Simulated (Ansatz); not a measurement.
# BP: equilibrium volume by level of theory

**What was measured.** The equilibrium volume of BP (F-43m) is reported as 11.7 Å³/atom at 299.8 K (arxiv:1906.04101). The runs below try to reproduce it.

```cif
data_structure
_symmetry_space_group_name_H-M 'P 1'
_symmetry_Int_Tables_number 1
_cell_length_a 3.2089
_cell_length_b 3.2089
_cell_length_c 3.2089
_cell_angle_alpha 60.000
_cell_angle_beta 60.000
_cell_angle_gamma 60.000
_cell_volume 23.36
loop_
_atom_site_label
_atom_site_type_symbol
_atom_site_fract_x
_atom_site_fract_y
_atom_site_fract_z
_atom_site_occupancy
P1 P 0.75000 0.75000 0.75000 1
B1 B 0.00000 0.00000 0.00000 1
```

```csv
rung,level,program and potentials,cutoff (eV),k mesh,smearing,task,core time,chip,equilibrium volume (Å³/atom),miss,notes
GGA + dispersion,PBEsol+D3(BJ),"Ansatz, Ansatz PAW",420,10 × 10 × 10,fermi-dirac 0.05,relaxation of cell and atoms,5.8 s,Intel Xeon,11.31,-3.3 %,"potentials made for PBE, which Ansatz adapts in part"
LDA,LDA,"Ansatz, Ansatz PAW",420,10 × 10 × 10,fermi-dirac 0.05,relaxation of cell and atoms,6.8 s,Intel Xeon,11.32,-3.2 %,"potentials made for PBE, which Ansatz adapts in part"
GGA + dispersion,BLYP+D3(BJ),"Ansatz, Ansatz PAW",420,10 × 10 × 10,fermi-dirac 0.05,equation of state,11 s,Arm Neoverse V1,11.43,-2.3 %,"potentials made for PBE, which Ansatz adapts in part"
LDA,LDA,"Ansatz, JTH PAW LDA",870,10 × 10 × 10,fermi-dirac 0.05,equation of state,30 s,Arm Neoverse V1,11.31,-3.3 %,-
hybrid,PBEsol0,"Ansatz, Ansatz PAW",420,5 × 5 × 5,fermi-dirac 0.05,relaxation of cell and atoms,41 s,Intel Xeon,11.45,-2.1 %,"coarse mesh; potentials made for PBE, which Ansatz adapts in part"
hybrid,r2SCAN0,"Ansatz, Ansatz PAW",500,5 × 5 × 5,fermi-dirac 0.05,equation of state,49 s,AMD EPYC 9R45 Zen 5,11.56,-1.2 %,"coarse mesh; potentials made for PBE, which Ansatz adapts in part"
hybrid,CAM-B3LYP,"Ansatz, Ansatz PAW",420,5 × 5 × 5,fermi-dirac 0.05,equation of state,62 s,Arm Neoverse V2,11.65,-0.4 %,"coarse mesh; potentials made for PBE, which Ansatz adapts in part"
Hartree-Fock,HF,"Ansatz, Ansatz PAW",420,5 × 5 × 5,fermi-dirac 0.05,relaxation of cell and atoms,67 s,Intel Xeon,12.05,+3.0 %,"coarse mesh; potentials made for PBE, which Ansatz adapts in part"
```

Times are single runs on shared hosts and different chips, so they are rough; meshes, cutoffs and the tasks' sizes weigh on the time. All rows: no spin polarisation. Smearing widths are in eV. Meshes differ between rows, which moves values too. Meshes are those of the run's cell of 2 atoms unless a note names another. Relaxations start from the cell shown or near it and stop with a little pressure left. Misses use the values as printed. Runs on faulty files, with rough fits or with known faults for this quantity aren't shown. No row holds spin-orbit coupling.

By rung: LDA 11.31 to 11.32; GGA + dispersion 11.31 to 11.43; hybrid on coarse meshes 11.45 to 11.65; Hartree-Fock on coarse meshes 12.05 (Å³/atom). Measured: 11.7 Å³/atom at 299.8 K (arxiv:1906.04101). Closest, coarse meshes and atomic bases left aside, is BLYP+D3(BJ) (-2.3 %). The runs are for a static lattice, while measurements hold temperature and zero-point motion.

Every functional with correlation gives too small a cell for BP, and only Hartree-Fock overshoots, at 12.05 Å³/atom. The solid is held by a stiff network of nearly nonpolar sp3 bonds, so its volume reflects how each method balances Pauli repulsion against covalent attraction. LDA overbinds such bonds, while Hartree-Fock lacks the correlation that would draw the atoms closer. The two LDA runs nearly coincide despite different potentials, which suggests that the contraction comes mainly from the functional.

PBEsol+D3(BJ) is as compact as LDA, whereas PBEsol0 gives 11.45 Å³/atom. Exact exchange usually tightens covalent semiconductors relative to the parent GGA, so the added dispersion attraction is probably what makes the former smaller, though these rows change both terms at once. Since zero-point and thermal motion normally expand this kind of lattice, an ideal static result should fall slightly below experiment. The close match of CAM-B3LYP therefore doesn't establish it as the most accurate description of the bonding.
